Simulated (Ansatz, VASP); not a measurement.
## One calculation of Mg, two programs

```xyz
2
Lattice="3.1985 0.0000 0.0000 -1.5993 2.7700 0.0000 0.0000 0.0000 5.1929" Properties=species:S:1:pos:R:3 pbc="T T T"
Mg    0.0000    1.8467    1.2982
Mg    1.5993    0.9233    3.8947
```

Change from the starting cell: volume scaled by 0.99, crystal datasets.

Alike in both runs: task electric field gradients; functional LDA; k mesh 12 × 12 × 7; occupations fermi-dirac, width 0.05 eV; no spin polarisation.

|  | VASP | Ansatz |
| --- | --- | --- |
| version | VASP 6.6.1 | Ansatz 0.2.0 |
| potentials or method | VASP PAW LDA potentials, release 64 (Mg), cutoff 520 eV | all-electron PAW with datasets made for the crystal, scalar-relativistic |

VASP gave:

```
pressure (GPa)                                                 : -2.5
largest component of the traceless stress (GPa)                : 0.59
Vzz of the field gradient on the site that differs most (V/Å²) : 1.3
```

**Question.** Estimate Ansatz's values.

**Answer.** Pressure (GPa): -2.2; largest component of the traceless stress (GPa): 0.59; Vzz of the field gradient on the site that differs most (V/Å²): 1.4.

Ansatz ran all-electron here, so the differences hold the error of VASP's frozen core and of both bases.
